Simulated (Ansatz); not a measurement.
# Pt (Fm-3m) in Ansatz: band structure with HSEsol

Aim: the band structure of Pt with HSEsol.

Program: Ansatz 0.2.0. These are calculated values, not measurements. Logs are shortened: lines on timing, memory, paths and dates and some standing lists are left out, and cuts for length are marked.

## (1) Starting point

It takes space group Fm-3m (No. 225, cubic). Conventional cell: a = 3.922 Å, b = 3.922 Å, c = 3.922 Å, α = 90.00°, β = 90.00°, γ = 90.00°. Pt (site symmetry m-3m) is surrounded by 12 Pt at 2.77 Å.

## (2) Band structure, HSEsol

input.yaml

```yaml
crystal:
  lattice:
    - [0.0, 1.9609, 1.9609]
    - [1.9609, 0.0, 1.9609]
    - [1.9609, 1.9609, 0.0]
  atoms:
    - { symbol: Pt, position: [0.0, 0.0, 0.0] }
hamiltonian:
  xc:
    exchange: hjs_pbesol
    correlation: pbesol
    exx: { coeff: 0.25, omega: 0.207 }
  pseudopotentials: { kind: paw }
kpoints:
  mp_grid: { grid: [6, 6, 6] }
  band_path:
    path:
      - [[0.0, 0.0, 0.0], [0.5, 0.0, 0.5], [0.5, 0.25, 0.75], [0.375, 0.375, 0.75], [0.0, 0.0, 0.0], [0.5, 0.5, 0.5], [0.625, 0.25, 0.625], [0.5, 0.25, 0.75], [0.5, 0.5, 0.5], [0.375, 0.375, 0.75]]
      - [[0.625, 0.25, 0.625], [0.5, 0.0, 0.5]]
    npoints: 4
scf:
  occupations: { method: fermi_dirac, width: 0.05 }
  n_extra_bands: 6
output:
  forces: true
  stress: true
  eigenvalues: true
  fatbands: false
```

Potentials or basis: Ansatz PAW.

On the command line:

```
$ ansatz run input.yaml --threads 2 --pin off --max-ram 5632MiB --backend cpu --events-out ev --progress --plain --runs-dir out
```

The program printed:

```text
Warning: output.stress: scf.convergence.dr2_threshold = 1e-7 eV (the SCF's general default) is looser than the 1e-10 eV advised for a printed stress (1e-10 eV for each atom of the cell: 1). What an SCF threshold leaves in a stress goes as its square root, and in the free energy as the threshold itself, and one threshold admits the most on a small cell: of the crystals measured, under no hybrid functional and no lock of the moments, on runs that ended without the residual-converged pass, on stresses that held no estimate of that error, the worst erred by over 100 MPa in a component at 1e-7 eV an atom and by under 5 at 1e-10. Set scf.convergence.dr2_threshold to 1e-10 eV or tighter. The threshold is an SCF's pass mark: one that does not reach it within its budget of iterations ends unconverged, or closes short of it on a stop that the run arms, and scf.convergence.dr2_threshold's page says what that costs each kind of run
Warning: output.stress: scf.exx.energy_threshold = 1e-6 eV is looser than the 1e-8 eV advised for a stress under a hybrid functional (1e-8 eV for each atom of the cell: 1). Every SCF of the exchange loop can meet its threshold on dr2 while the loop round them stops early: no threshold on dr2 bounds what that leaves in the stress. Set scf.exx.energy_threshold to 1e-8 eV or tighter. The threshold is the loop's pass mark: a loop that does not reach it within its budget of cycles ends unconverged, and scf.exx.energy_threshold's page has the law
Warning: RAYON_NUM_THREADS=2 ignored (pool sized by the plan → 2); use --threads N
scf.n_extra_bands = 6 over 9 filled bands (N_el = 18.0): the run solves 15 bands
Engine: ansatz 0.2.0, x86_64-unknown-linux-gnu
Pseudopotentials: kind: paw
Pseudopotential: Pt, paw, valence charge 18, recommended cutoff 420 eV (normal), Pt.paw.azcp
Functional definition: unnamed
  parameter a_1 = 0.25
  parameter omega_1 = 0.207/angstrom
  exchange = pbe_x(mu = 0.12345679012345678) + (-a_1)*hjs_pbesol_x_sr(omega_1) + a_1*exact_x_sr(omega_1)
  correlation = pbe_c(beta = 0.046)
Crystal: 1 atoms, lattice volume = 15.080 Å³
Basis set: ecut = 420 eV, 283 PW (Γ), exchange–correlation on 40×40×40 points (8 copies of the dense FFT grid, shifted against one another)
Bands: 15, of which v1, the nominal top of the filled ones, is band 9 counted from 1 (8 counted from 0)
Symmetry: 48 space group operations
Space group: Fm-3m (ITA 225), of the structure as read, at distance tolerance 2.5e-5 Å
k-points: 16 of 216
Non-local potential: Pt, projectors of the file, l = 0: 3, l = 1: 2, l = 2: 2, l = 3: 1
PAW form: soft (Blöchl's): semilocal exchange-correlation on the pseudo side does not see the compensation charge
PAW frozen core: Pt, regenerated for the run's functional, and the local potential with it (the file was generated under x = pbe(κ = 0.804, μ = 0.2195149727645171), c = pbe(β = 0.06672455060314922))
PAW one-centre angular grid: Pt, 590 points (default); XC on 64 Gauss nodes
Initial density: superposition of atomic densities (neutral atoms: chi_scale 0, normalization atom), corrected by the library's trained network
Initial wavefunctions: pseudopotential atomic-orbital guess
Functional: x = pbesol(κ = 0.804, μ = 0.12345679012345678), c = pbesol(β = 0.046), warm-up for x = hjs_pbesol + 0.25 (exact − hjs_pbesol) at short range (ω = 0.207 Å⁻¹), c = pbesol(β = 0.046)
SCF iter   1: F=—  HF=-12383.951045 eV  |F-HF|=—  |Δ(HF+E_count)|=         —  Δρ=1.38e-2  dr2=2.66e-2  ethr=1.77e-3  ⟨swp⟩=6.7  Hψ=1033  notcnv=0
preconditioner: auto → none  [metal: Δε(μ)=0.028 eV  Ē_g=18.118 eV  σ=0.050 eV  W_gap=0.14  n_scr=8 (ndim 8)  ℏωp=30.2 eV  f_vac=0.000  D(μ)=1.28/eV (n_scr^D=14)  sad-step TF]
SCF iter   2: F=—  HF=-12383.943320 eV  |F-HF|=—  |Δ(HF+E_count)|=   7.73e-3  Δρ=5.61e-3  dr2=4.48e-3  ethr=1.48e-4  ⟨swp⟩=2.6  Hψ=486  notcnv=0  defer=3
iter 3 solved again at ethr=2.62e-7 eV; its pass at ethr=2.49e-5 eV (dr2=4.72e-5 eV) is discarded
SCF iter   3: F=—  HF=-12383.941945 eV  |F-HF|=—  |Δ(HF+E_count)|=   1.37e-3  Δρ=7.99e-4  dr2=4.80e-5  ethr=2.62e-7  ⟨swp⟩=2.8  Hψ=933  notcnv=0  defer=1
SCF iter   4: F=—  HF=-12383.941978 eV  |F-HF|=—  |Δ(HF+E_count)|=   3.29e-5  Δρ=8.13e-5  dr2=2.83e-7  ethr=2.62e-7  ⟨swp⟩=2.9  Hψ=422  notcnv=0  defer=1
SCF iter   5: F=—  HF=-12383.941979 eV  |F-HF|=—  |Δ(HF+E_count)|=   4.73e-7  Δρ=9.17e-6  dr2=2.64e-9  ethr=1.57e-9  ⟨swp⟩=3.0  Hψ=522  notcnv=0
SCF iter   6: F=-12383.941979 eV  HF=-12383.941979 eV  |F-HF|=3.82e-11  |Δ(HF+E_count)|=   2.44e-9  Δρ=7.12e-7  dr2=4.39e-11  ethr=1.47e-11  ⟨swp⟩=2.8  Hψ=412  notcnv=0
SCF 1 converged in 6 iterations: F = -12383.941979 eV  dr2 = 4.39e-11
Initial density: handed on by an earlier stage of this run
Initial wavefunctions: those handed on with the density
Functional: x = hjs_pbesol + 0.25 (exact − hjs_pbesol) at short range (ω = 0.207 Å⁻¹), c = pbesol(β = 0.046)
Exchange kernel: α = 0.2500, screened, ω = 0.2070 Å⁻¹, Wigner–Seitz truncation, v(0) = 1040.0814 eV·Å³, q-mesh 6×6×6, nearest image of the exchange supercell L = 16.64 Å, pair-density grid 12×12×12, without the augmentation charges, whose exchange is taken in its separable form by FFT convolution over the k-point mesh (sized by the pseudopotential files, 16×16×16 at the most), smooth part of the exact exchange by density-matrix convolution
Frozen-core exchange: fock
iter 1 solved again at ethr=5.74e-5 eV; its pass at ethr=1.00e-1 eV (dr2=1.03e-2 eV) is discarded
SCF iter   1: F=—  HF=-12421.834256 eV  |F-HF|=—  |Δ(HF+E_count)|=         —  Δρ=1.12e-2  dr2=1.14e-2  ethr=5.74e-5  ⟨swp⟩=3.4  Hψ=972  notcnv=0
preconditioner: auto → none  [insulator: Δε(μ)=0.164 eV  Ē_g=20.040 eV  σ=0.050 eV  W_gap=0.57  n_scr=8 (ndim 8)  ℏωp=30.2 eV  f_vac=0.000  D(μ)=1.17/eV (n_scr^D=14)]
SCF iter   2: F=—  HF=-12421.833858 eV  |F-HF|=—  |Δ(HF+E_count)|=   3.98e-4  Δρ=5.00e-3  dr2=1.07e-3  ethr=5.74e-5  ⟨swp⟩=2.9  Hψ=518  notcnv=0
SCF iter   3: F=—  HF=-12421.833775 eV  |F-HF|=—  |Δ(HF+E_count)|=   8.31e-5  Δρ=1.97e-3  dr2=1.81e-4  ethr=4.90e-6  ⟨swp⟩=2.0  Hψ=389  notcnv=0
SCF iter   4: F=-12421.833786 eV  HF=-12421.833787 eV  |F-HF|=9.25e-7  |Δ(HF+E_count)|=   1.16e-5  Δρ=2.49e-4  dr2=3.15e-6  ethr=7.48e-7  ⟨swp⟩=2.8  Hψ=409  notcnv=0
SCF 2 stopped early in 4 iterations: F = -12421.833786 eV  dr2 = 3.15e-6
hybrid outer 1: dexx = +4.719e-3 eV, tail = 2.14e-5 eV
Exchange kernel: α = 0.2500, screened, ω = 0.2070 Å⁻¹, Wigner–Seitz truncation, v(0) = 1040.0814 eV·Å³, q-mesh 6×6×6, nearest image of the exchange supercell L = 16.64 Å, pair-density grid 12×12×12, without the augmentation charges, whose exchange is taken in its separable form by FFT convolution over the k-point mesh (sized by the pseudopotential files, 16×16×16 at the most), smooth part of the exact exchange by density-matrix convolution
Frozen-core exchange: fock
SCF iter   1: F=—  HF=-12421.833799 eV  |F-HF|=—  |Δ(HF+E_count)|=         —  Δρ=1.17e-4  dr2=6.76e-7  ethr=5.93e-7  ⟨swp⟩=4.4  Hψ=625  notcnv=0
preconditioner: auto → none  [insulator: Δε(μ)=0.144 eV  Ē_g=20.008 eV  σ=0.050 eV  W_gap=0.52  n_scr=8 (ndim 8)  ℏωp=30.2 eV  f_vac=0.000  D(μ)=1.26/eV (n_scr^D=14)]
SCF iter   2: F=—  HF=-12421.833799 eV  |F-HF|=—  |Δ(HF+E_count)|=   1.08e-7  Δρ=5.42e-5  dr2=7.15e-8  ethr=3.43e-9  ⟨swp⟩=3.0  Hψ=499  notcnv=0
SCF iter   3: F=-12421.833799 eV  HF=-12421.833799 eV  |F-HF|=4.33e-9  |Δ(HF+E_count)|=   6.67e-9  Δρ=1.95e-5  dr2=9.48e-9  ethr=3.63e-10  ⟨swp⟩=3.2  Hψ=447  notcnv=0
SCF 3 converged in 3 iterations: F = -12421.833799 eV  dr2 = 9.48e-9
  Residual-converged pass: ⟨swp⟩=2.9  Hψ=447  notcnv=0  max |occ|·‖R‖ = 2.4e-6 eV (tolerance 2.4e-6 eV)  dr2=9.43e-9  dr2_onsite=1.68e-10  max |Δocc| = 4.3e-12
hybrid outer 2: dexx = +5.583e-7 eV, tail = 3.47e-8 eV, Δε = 2.25e-3 eV (about 9.77e-5 eV left of the loop's levels)
NSCF: frozen V_eff on 42 k-points
hybrid SCF converged: 2 outer / 7 inner (+6 warm-up), last move |dexx| = 5.58e-7 eV, tail = 3.47e-8 eV
Stability not checked: this state was not tested for a lower state beside it, because the functional holds exact exchange (a hybrid, or Hartree-Fock), whose exchange loop this test does not read (fock_operator; see scf.lower_state_search)
Free energy (F): -12421.833799 eV
Frozen-core exchange: fock
Harris-Foulkes:  -12421.833799 eV  (|F-HF|=4.33e-9)
Internal energy: -12421.823244 eV  (E = F + TS)
E sigma→0 (E₀):  -12421.828522 eV
Entropy (-TS):   -0.010556 eV (-10.556 meV/atom)
Fermi energy:    22.661225 eV
--- Per-component energies (eV) ---
  E_band       = -172.871727
  E_kinetic    = 637.771886
  E_local      = -1462.848732  (includes V_loc(G=0)·N_el)
  E_nonlocal   = 204.269089
  E_hartree    = 541.915771
  E_xc         = -207.465029
  E_vxc        = -239.052877  (∫ρ·V_xc dr)
  E_exx        = -63.637898  (= α·E_x^exact, valence–valence)
  E_paw        = -9342.862544  (= ΣΔE_a)
  E_vpaw       = -269.568919  (= ΣTr[D̂ρ^β])
  E_aug_tail   = 0.000199  (compensation charges beyond the density's cutoff)
  E_ewald      = -2727.141345
  E_core_change = -1.824642  (= ΣΔE_core)
  E_smearing   = -0.010556  (= −TS)
  E_closure    = 0.000001  (closes the sum)
  Σ components = -12421.833799   (vs F -12421.833799, Δ=1.82e-12)
--- Forces (eV/Å), atoms counted from 1 ---
  atom   1  Pt     0.00000000    -0.00000000     0.00000000
  max |Σ_I F_I| component: 1.97e-30 eV/Å
--- Stress (GPa, compression-positive) ---
       -8.812291      -0.000000       0.000000
        0.000000      -8.812291      -0.000000
        0.000000       0.000000      -8.812291
  P = ⅓ Tr σ = -8.8123 GPa (-88.123 kbar)
--- Band table (eV; the first three rows and the last of 16) ---
  k-point 0: bands = ["-80.1076", "-32.7012", "-32.7012", "-32.7012", "11.6575", "18.2434", "18.2434", "18.2434", "20.4199", "20.4199", "38.5050", "43.6576", "43.6576", "43.6576", "49.0656"]
  k-point 1: bands = ["-80.0975", "-32.8481", "-32.7239", "-32.7239", "12.8256", "17.8949", "18.6054", "18.6054", "20.3574", "20.3574", "39.9383", "39.9890", "45.3422", "45.3422", "49.3160"]
  k-point 2: bands = ["-80.0770", "-33.1392", "-32.7705", "-32.7705", "14.4742", "18.3903", "18.3903", "19.1733", "21.5909", "21.5909", "34.3298", "39.3442", "45.6666", "45.6666", "49.2924"]
  k-point 15: bands = ["-80.0533", "-33.1765", "-33.0126", "-32.9318", "15.6628", "16.2354", "19.3064", "20.8620", "23.3179", "29.6256", "31.3909", "33.9189", "35.9304", "47.7457", "48.8077"]
```

Run time: 55 s. Hardware: 2 threads of Intel Xeon Platinum 8259CL at 2.50GHz (Skylake/Cascade Lake), shared host; peak memory 0.6 GiB.

Results:

- Free energy: -12421.8338 eV
- Pressure: -8.8 GPa
- Band gap on the k mesh: none (metal or under the smearing width)

Levels at the corners of the path, in eV from the Fermi level:
| point | band 6 | band 7 | band 8 | band 9 | band 10 | band 11 | band 12 | band 13 |
| --- | --- | --- | --- | --- | --- | --- | --- | --- |
| Γ | -4.42 | -4.42 | -4.42 | -2.24 | -2.24 | 15.84 | 21.00 | 21.00 |
| X | -7.48 | -0.31 | 0.69 | 0.69 | 2.25 | 10.32 | 12.62 | 12.62 |
| W | -5.13 | -5.13 | -2.47 | 0.64 | 8.43 | 9.40 | 9.40 | 13.31 |
| K | -6.20 | -3.17 | -1.76 | -0.13 | 6.89 | 7.74 | 11.38 | 16.09 |
| Γ | -4.42 | -4.42 | -4.42 | -2.24 | -2.24 | 15.84 | 21.00 | 21.00 |
| L | -4.57 | -4.57 | -0.29 | 0.02 | 0.02 | 7.06 | 15.39 | 20.48 |
| U | -6.20 | -3.17 | -1.76 | -0.13 | 6.89 | 7.74 | 11.38 | 16.09 |
| W | -5.13 | -5.13 | -2.47 | 0.64 | 8.43 | 9.40 | 9.40 | 13.31 |
| L | -4.57 | -4.57 | -0.29 | 0.02 | 0.02 | 7.06 | 15.39 | 20.48 |
| K | -6.20 | -3.17 | -1.76 | -0.13 | 6.89 | 7.74 | 11.38 | 16.09 |
| U | -6.20 | -3.17 | -1.76 | -0.13 | 6.89 | 7.74 | 11.38 | 16.09 |
| X | -7.48 | -0.31 | 0.69 | 0.69 | 2.25 | 10.32 | 12.62 | 12.62 |

Caveat: the k mesh is coarse (spacing up to 0.46 Å⁻¹), so the values aren't converged, least of all with exact exchange; spin-orbit coupling is left out, which moves the levels of the heavy elements; the PAW data sets come from PBE, with cores solved anew for the run's functional, which leaves a small shift of forces and pressure; the thresholds are loose for stress.
